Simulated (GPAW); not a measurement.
# Cr (Im-3m) in GPAW: further runs

The runs below take Cr through single point, with PBE.

All numbers are computed with GPAW 26.7.0; they aren't measurements. Logs are shortened: lines on timing, memory, paths and dates and some standing lists are left out, and cuts for length are marked. The log counts tension as positive stress, the text compression.

**1. Starting point**

The structure is cubic, space group Im-3m (No. 229). Conventional cell: a = 2.969 Å, b = 2.969 Å, c = 2.969 Å, α = 90.00°, β = 90.00°, γ = 90.00°. Around Cr (site symmetry m-3m) lie 8 Cr at 2.57 Å.

**2. Single point, PBE, collinear spin, ferromagnetic start**

Contents of run.py:

```python
from ase import Atoms
from ase.dft.bandgap import bandgap
from ase.io import write
from ase.units import GPa
from gpaw import GPAW, PW

atoms = Atoms(['Cr'],
              cell=[[-1.4844496776, 1.4844496776, 1.4844496776],
                    [1.4844496776, -1.4844496776, 1.4844496776],
                    [1.4844496776, 1.4844496776, -1.4844496776]],
              scaled_positions=[[0.0, 0.0, 0.0]],
              pbc=True)
atoms.set_initial_magnetic_moments([3.0])

calc = GPAW(mode=PW(600),
            xc='PBE',
            kpts={'size': (16, 16, 16), 'gamma': True},
            occupations={'name': 'fermi-dirac', 'width': 0.05},
            nbands=11,
            convergence={'density': 1e-05, 'energy': 1e-05},
            maxiter=80,
            txt='gpaw.txt')
atoms.calc = calc
energy = atoms.get_potential_energy()
forces = atoms.get_forces()
stress = atoms.get_stress()
calc.write('gs.gpw')
write('result.traj', atoms)
print(f'Energy: {energy:.6f} eV')
print('Forces (eV/A):')
print(forces.round(4))
print('Stress (GPa):', (stress / GPa).round(3))
print('Moments:', calc.get_magnetic_moments().round(3))
print('Fermi level:', round(calc.get_fermi_level(), 4), 'eV')
print(f'Gap: {bandgap(calc)[0]:.4f} eV, direct: {bandgap(calc, direct=True)[0]:.4f} eV')
```

Potentials or basis: GPAW PAW data sets (gpaw-data 1.2.1), pw.

On the command line:

```bash
OMP_NUM_THREADS=1 python run.py
```

gpaw.txt:

```text
__  _  _
 | _ |_)|_||  |
 |__||  | ||/\| - 26.7.0

Input parameters:
  mode=PW(ecut=600.0),
  convergence={'density': 1e-05, 'energy': 1e-05},
  kpts=MonkhorstPack(size=(16, 16, 16), gamma=True),
  maxiter=80,
  nbands=11,
  occupations=Occupations(name='fermi-dirac', width=0.05),
  xc=XC(name='PBE')

Diagonalizing LCAO Hamiltonian
Converting LCAO to pw mode

       Cr

Atoms  # Å, Bohr magnetons
|   | symbol |        x |        y |        z |    initial magnetic moments |
|---|--------|----------|----------|----------|-----------------------------|
| 0 |     Cr | 0.000000 | 0.000000 | 0.000000 | ( 0.0000,  0.0000,  3.0000) |

Unit cell  # Å
| periodic |         x |         y |         z |  lengths |     angles |
|----------|-----------|-----------|-----------|----------|------------|
|      yes | -1.484450 |  1.484450 |  1.484450 | 2.571142 | 109.471221 |
|      yes |  1.484450 | -1.484450 |  1.484450 | 2.571142 | 109.471221 |
|      yes |  1.484450 |  1.484450 | -1.484450 | 2.571142 | 109.471221 |

Number of symmetries: 48
Symmetry operations  # r_c * U_cc + t_c -> r_c
|    | kind |            matrix            |
|----|------|------------------------------|
|  0 |  σ   |  1, 1, 1,  0, 0,-1,  0,-1, 0 |
|  1 |  C4  |  1, 1, 1,  0, 0,-1, -1, 0, 0 |
|  2 |  C2  |  1, 1, 1,  0,-1, 0,  0, 0,-1 |
|  3 |  S6  |  1, 1, 1,  0,-1, 0, -1, 0, 0 |
|  4 |  S6  |  1, 1, 1, -1, 0, 0,  0, 0,-1 |
|  5 |  C4  |  1, 1, 1, -1, 0, 0,  0,-1, 0 |
|  6 |  E   |  1, 0, 0,  0, 1, 0,  0, 0, 1 |
|  7 |  σ   |  1, 0, 0,  0, 1, 0, -1,-1,-1 |
|  8 |  σ   |  1, 0, 0,  0, 0, 1,  0, 1, 0 |
|  9 |  C3  |  1, 0, 0,  0, 0, 1, -1,-1,-1 |
| 10 |  C3  |  1, 0, 0, -1,-1,-1,  0, 1, 0 |
| 11 |  σ   |  1, 0, 0, -1,-1,-1,  0, 0, 1 |
| 12 |  σ   |  0, 1, 0,  1, 0, 0,  0, 0, 1 |
| 13 |  C2  |  0, 1, 0,  1, 0, 0, -1,-1,-1 |
| 14 |  C3  |  0, 1, 0,  0, 0, 1,  1, 0, 0 |
| 15 |  S4  |  0, 1, 0,  0, 0, 1, -1,-1,-1 |
| 16 |  S4  |  0, 1, 0, -1,-1,-1,  1, 0, 0 |
| 17 |  C3  |  0, 1, 0, -1,-1,-1,  0, 0, 1 |
| 18 |  C3  |  0, 0, 1,  1, 0, 0,  0, 1, 0 |
| 19 |  S4  |  0, 0, 1,  1, 0, 0, -1,-1,-1 |
| 20 |  σ   |  0, 0, 1,  0, 1, 0,  1, 0, 0 |
| 21 |  C3  |  0, 0, 1,  0, 1, 0, -1,-1,-1 |
| 22 |  C2  |  0, 0, 1, -1,-1,-1,  1, 0, 0 |
| 23 |  S4  |  0, 0, 1, -1,-1,-1,  0, 1, 0 |
| 24 |  C4  |  0, 0,-1,  1, 1, 1,  0,-1, 0 |
| 25 |  σ   |  0, 0,-1,  1, 1, 1, -1, 0, 0 |
| 26 |  S6  |  0, 0,-1,  0,-1, 0,  1, 1, 1 |
| 27 |  C2  |  0, 0,-1,  0,-1, 0, -1, 0, 0 |
| 28 |  C4  |  0, 0,-1, -1, 0, 0,  1, 1, 1 |
| 29 |  S6  |  0, 0,-1, -1, 0, 0,  0,-1, 0 |
| 30 |  S6  |  0,-1, 0,  1, 1, 1,  0, 0,-1 |
| 31 |  C4  |  0,-1, 0,  1, 1, 1, -1, 0, 0 |
| 32 |  C4  |  0,-1, 0,  0, 0,-1,  1, 1, 1 |
| 33 |  S6  |  0,-1, 0,  0, 0,-1, -1, 0, 0 |
| 34 |  σ   |  0,-1, 0, -1, 0, 0,  1, 1, 1 |
| 35 |  C2  |  0,-1, 0, -1, 0, 0,  0, 0,-1 |
| 36 |  C2  | -1, 0, 0,  1, 1, 1,  0, 0,-1 |
| 37 |  S6  | -1, 0, 0,  1, 1, 1,  0,-1, 0 |
| 38 |  S6  | -1, 0, 0,  0, 0,-1,  1, 1, 1 |
| 39 |  C2  | -1, 0, 0,  0, 0,-1,  0,-1, 0 |
| 40 |  C2  | -1, 0, 0,  0,-1, 0,  1, 1, 1 |
| 41 |  i   | -1, 0, 0,  0,-1, 0,  0, 0,-1 |
| 42 |  S4  | -1,-1,-1,  1, 0, 0,  0, 1, 0 |
| 43 |  C3  | -1,-1,-1,  1, 0, 0,  0, 0, 1 |
| 44 |  C3  | -1,-1,-1,  0, 1, 0,  1, 0, 0 |
| 45 |  σ   | -1,-1,-1,  0, 1, 0,  0, 0, 1 |
| 46 |  S4  | -1,-1,-1,  0, 0, 1,  1, 0, 0 |
| 47 |  C2  | -1,-1,-1,  0, 0, 1,  0, 1, 0 |

BZ-sampling:
  Number of BZ points: 4096
  Number of IBZ points: 145

  Monkhorst-Pack size: [16, 16, 16]
  Monkhorst-Pack shift: [0.03125, 0.03125, 0.03125]

K-points  # in reciprocal-cell coordinates
|     |                                coordinates |     weight |
|-----|--------------------------------------------|------------|
|   0 | (  0.00000000,   0.00000000,   0.00000000) | 0.00024414 |
|   1 | (  0.06250000,   0.00000000,   0.00000000) | 0.00292969 |
|   2 | (  0.06250000,   0.06250000,  -0.06250000) | 0.00146484 |
|   3 | (  0.12500000,   0.00000000,  -0.06250000) | 0.00585938 |
|   4 | (  0.12500000,   0.00000000,   0.00000000) | 0.00292969 |
|   5 | (  0.12500000,   0.06250000,  -0.06250000) | 0.00585938 |
|   6 | (  0.12500000,   0.12500000,  -0.12500000) | 0.00146484 |
|   7 | (  0.18750000,  -0.06250000,  -0.06250000) | 0.00195312 |
|   8 | (  0.18750000,   0.00000000,  -0.06250000) | 0.01171875 |
|   9 | (  0.18750000,   0.00000000,   0.00000000) | 0.00292969 |
| ... |                                            |            |
| 144 | (  0.50000000,   0.50000000,   0.50000000) | 0.00024414 |

Plane wave coefficients: 466
Cutoff: 600.0 eV

Spin-components: 2 (collinear spins)
Bands:           11
Projectors:      6
Spin-degeneracy: 1
Datatype:        complex128

Parallelization:
  kpt:    1
  domain: 1
  band:   1

Density:
  Valence electrons: 6.0
  Components: 2
  Grid points: [15 15 15]
  Charge: 0.0  # |e|

Potential:
  Grid points: [15 15 15]

species:
  Cr:
    name:    Chromium
    Z:       24.0
    valence: 6
    core:    18
    charge:  0.0  # [|e|]
    compensation charges:
      type: gauss
      rc: 0.35  # [Å]
      lmax: 2
    cutoffs:
      filter: 2.14  # [Å]
      core: 3.04  # [Å]
    projectors
    | kind |    occ | energy [eV] | rcut [Å] |
    |------|--------|-------------|----------|
    |   4s |  1.000 |      -4.007 |    1.164 |
    |   4p |  0.000 |      -0.989 |    1.217 |
    |   3d |  5.000 |      -2.913 |    1.111 |
    |    s |        |      23.205 |    1.164 |
    |    p |        |      26.223 |    1.217 |
    |    d |        |      24.299 |    1.111 |

    Using partial waves for Cr as LCAO basis

Reference energy: -28582.377450  # eV

eigensolver:
  PPCG
  Converge bands: occupied
  niter=2

density mixing:
  MSR1-Mixer
  Pratt-step length: 0.05
  Maximum mixing coefficient: 0.75
  Old densities: 10
  SVD Regularization: 0.005
  Good broyden scale: 1.0
  Trust region scale: 1.0
  Backstep threshold: 4.0
  History deletion threshold: 6.0
  Fourier metric: weight=20.0, sigma=0.015

occupation numbers:
  Fermi-Dirac:
    width: 0.0500  # eV

poisson solver:
  ecut: 4800.0  # eV

xc functional:
  name: PBE with 2 nearest neighbor stencil

convergence criteria:
- Maximum integral of absolute [dens]ity change: 1e-05 electrons / valence electron
- Maximum [total energy] change in last 3 cyles: 1e-05 eV / valence electron
- Maximum integral of absolute [eigenst]ate change: 4e-08 eV^2 / valence electron
maximum number of iterations: 80

SCF iterations
|iter     | |      energy | eigst |  dens |  magmom |
|---------|-|-------------|-------|-------|---------|
|iter:   1| |   -8.363116 | -0.22 |       |  +2.9978|
|iter:   2| |   -8.395754 | -1.99 | -0.46 |  +2.9149|
|iter:   3| |   -9.069594 | -1.87 | -0.47 |  +1.2842|
|iter:   4| |   -9.221360 | -1.69 | -0.72 |  -0.1349|
|iter:   5| |   -9.237149 | -2.49 | -1.18 |  -0.1334|
|iter:   6| |   -9.242176 | -2.98 | -1.48 |  +0.2858|
|iter:   7| |   -9.248970 | -2.92 | -1.34 |  -0.0853|
|iter:   8| |   -9.250854 | -3.66 | -1.74 |  +0.0042|
|iter:   9| |   -9.250954 | -4.61 | -2.49 |  -0.0095|
|iter:  10| |   -9.250981 | -5.50 | -2.75 |  +0.0010|
|iter:  11| |   -9.250981c| -7.10 | -3.76 |  +0.0001|
|iter:  12| |   -9.250981c| -7.99c| -4.43 |  +0.0001|
|iter:  13| |   -9.250981c| -8.13c| -4.87 |  +0.0000|
|iter:  14| |   -9.250981c| -8.92c| -5.58c|  +0.0000|

Converged in 14 steps
Energy contributions relative to reference atoms: (reference = -28582.377450)

Energy contributions:
  Kinetic:         -25.093148
  Coulomb:          17.443829
  Zero:              0.190408
  External:          0.000000
  Xc:               -1.788999
  Entropy:          -0.006141
  Spinorbit:         0.000000
  ----------------------------
  Free energy:      -9.254051
  Extrapolated:     -9.250981

dipole moment: (-3.673028, -3.673028, -3.673028)  # |e|*Ang

Total magnetic moment: (0.000000, 0.000000, 0.000001)

Local magnetic moments
|        x |        y |        z |
|----------|----------|----------|
| 0.000000 | 0.000000 | 0.000001 |  # Cr   0

Fermi level: 9.500
Eigenvalues  # (at kpt = [0.000, 0.000, 0.000])
| band index |      eig [eV] | occ [0-1] |      eig [eV] | occ [0-1] |
|------------|---------------|-----------|---------------|-----------|
|          0 |         2.231 |     1.000 |         2.231 |     1.000 |
|          1 |         8.763 |     1.000 |         8.763 |     1.000 |
|          2 |         8.763 |     1.000 |         8.763 |     1.000 |
|          3 |         8.763 |     1.000 |         8.763 |     1.000 |
|          4 |        10.468 |     0.000 |        10.468 |     0.000 |
|          5 |        10.468 |     0.000 |        10.468 |     0.000 |
|          6 |        19.519 |     0.000 |        19.519 |     0.000 |
|          7 |        19.519 |     0.000 |        19.519 |     0.000 |
|          8 |        19.519 |     0.000 |        19.519 |     0.000 |
|          9 |        27.510 |     0.000 |        27.510 |     0.000 |
|         10 |        31.515 |     0.000 |        31.515 |     0.000 |

No gap
No difference between direct/indirect transitions

Forces  # eV/Ang
|        x |        y |       z |
|----------|----------|---------|
| -0.00000 | -0.00000 | 0.00000 |  # Cr   0

Stress tensor  # eV/Ang^3
|         x |         y |         z |
|-----------|-----------|-----------|
|  0.157916 | -0.000000 | -0.000000 |
| -0.000000 |  0.157916 |  0.000000 |
| -0.000000 |  0.000000 |  0.157916 |

# Writing to gs.gpw (mode='')
```

It took 27 s on 1 thread of Intel Xeon Platinum 8488C (Sapphire Rapids), shared host; peak memory 0.16 GiB.

What came out:

```yaml
Free_energy: -9.2541 eV
Pressure: -25.3 GPa
Band_gap_on_the_k_mesh: none (metal or under the smearing width)
Net_moment: 0.00 μB per cell
```

Caveat: the starting moments collapsed, and a magnetic state may lie lower; so large a pressure means that the cell lies far from this level's equilibrium, or that cutoff or potentials fall short.

**3. Single point, PBE, collinear spin, ferromagnetic start**

Contents of run.py:

```python
from ase.dft.bandgap import bandgap
from ase.io import read, write
from ase.units import GPa
from gpaw import GPAW, PW

atoms = read('Cr.xyz')
atoms.set_initial_magnetic_moments([3.0])

calc = GPAW(mode=PW(340),
            xc='PBE',
            kpts={'size': (10, 10, 10), 'gamma': True},
            occupations={'name': 'fermi-dirac', 'width': 0.05},
            nbands=11,
            convergence={'density': 1e-05, 'energy': 1e-05},
            maxiter=75,
            txt='gpaw.txt')
atoms.calc = calc
energy = atoms.get_potential_energy()
forces = atoms.get_forces()
stress = atoms.get_stress()
calc.write('gs.gpw')
write('result.traj', atoms)
print(f'Energy: {energy:.6f} eV')
print('Forces (eV/A):')
print(forces.round(4))
print('Stress (GPa):', (stress / GPa).round(3))
print('Moments:', calc.get_magnetic_moments().round(3))
print('Fermi level:', round(calc.get_fermi_level(), 4), 'eV')
print(f'Gap: {bandgap(calc)[0]:.4f} eV, direct: {bandgap(calc, direct=True)[0]:.4f} eV')
```

Contents of Cr.xyz:

```xyz
1
Lattice="-1.4844496776 1.4844496776 1.4844496776 1.4844496776 -1.4844496776 1.4844496776 1.4844496776 1.4844496776 -1.4844496776" Properties=species:S:1:pos:R:3 pbc="T T T"
Cr     0.0000000000      0.0000000000      0.0000000000
```

Potentials or basis: GPAW PAW data sets (gpaw-data 1.2.1), pw.

On the command line:

```bash
OMP_NUM_THREADS=1 python run.py
```

It took 7.9 s on 1 thread of Intel Xeon Platinum 8488C (Sapphire Rapids), shared host; peak memory 0.12 GiB.

These settings aren't checked as converged: the numbers below hold their error.

What came out:

* Free energy: -9.1614 eV
* Pressure: -27.2 GPa
* Band gap on the k mesh: none (metal or under the smearing width)
* Net moment: 0.00 μB per cell

Caveat: the cutoff is short for stress and forces, so pressures can be off by a GPa or more; the starting moments collapsed, and a magnetic state may lie lower.
